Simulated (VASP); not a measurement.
A run of VASP 6.6.1:

INCAR

```
ALGO = Normal
EDIFF = 1E-7
ENCUT = 520
ISIF = 2
ISMEAR = 0
LASPH = T
LCHARG = F
LMIXTAU = T
LREAL = F
LWAVE = F
METAGGA = R2SCAN
NBANDS = 14
NELM = 100
PREC = Accurate
SIGMA = 0.02
```

File KPOINTS:

```
k-points
0
Gamma
  8 8 8
```

The input POSCAR:

```
NaF
1.0
    0.0000000000      2.3121900000      2.3121900000
    2.3121900000      0.0000000000      2.3121900000
    2.3121900000      2.3121900000      0.0000000000
Na F
1 1
Direct
    0.0000000000      0.0000000000      0.0000000000
    0.5000000000      0.5000000000      0.5000000000
```

Potentials or basis: VASP PAW PBE potentials, release 64 (Na_pv, F).

Launch:

```sh
$ cat potpaw_PBE.64/Na_pv/POTCAR potpaw_PBE.64/F/POTCAR > POTCAR
$ mpirun -np 1 vasp_std > vasp.out
```

Hardware: 1 thread of Intel(R) Xeon(R) Platinum 8559C (Emerald Rapids), on a shared host.

Task: How long does it take, and how much memory?

Result: Run time: 44 s on 1 thread of Intel(R) Xeon(R) Platinum 8559C (Emerald Rapids), on a shared host, peak memory 0.14 GiB. Counts: scf iterations 24, k points 29.
